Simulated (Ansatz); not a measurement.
Crystal: Ag.

```xyz
2
Lattice="2.9300 0.0000 0.0000 -1.4650 2.5375 0.0000 0.0000 0.0000 4.7900" Properties=species:S:1:pos:R:3 pbc="T T T"
Ag    1.4650    0.8458    3.5925
Ag    0.0000    1.6916    1.1975
```

This isn't the form of Ag at room conditions, which is fcc.

Base run:

| Item | Value |
| --- | --- |
| Program | Ansatz 0.2.0 |
| Functional | PBEsol |
| Potentials or basis | all-electron LAPW, inner shells corrected to Dirac's equation |
| Cutoff | 233 eV (chosen from the basis error) |
| Basis error allowed | 0.001 eV/atom |
| k mesh | 10 × 10 × 6 |
| Occupations | fermi-dirac, width 0.05 eV |
| Spin | no spin polarisation |

Its results: pressure -6.1 GPa.

Problem. After a change of settings the same cell gave: pressure 0.6 GPa. Which change was it?
A. potentials or basis from all-electron LAPW, inner shells corrected to Dirac's equation to all-electron PAW datasets made for the crystal
B. potentials or basis from all-electron LAPW, inner shells corrected to Dirac's equation to all-electron LAPW, non-relativistic
C. potentials or basis from all-electron LAPW, inner shells corrected to Dirac's equation to all-electron LAPW, scalar-relativistic

Solution. B.

Caveats: relativity is left out, which matters for the heavier elements (some runs).

The runs don't all hold the same shells in valence.
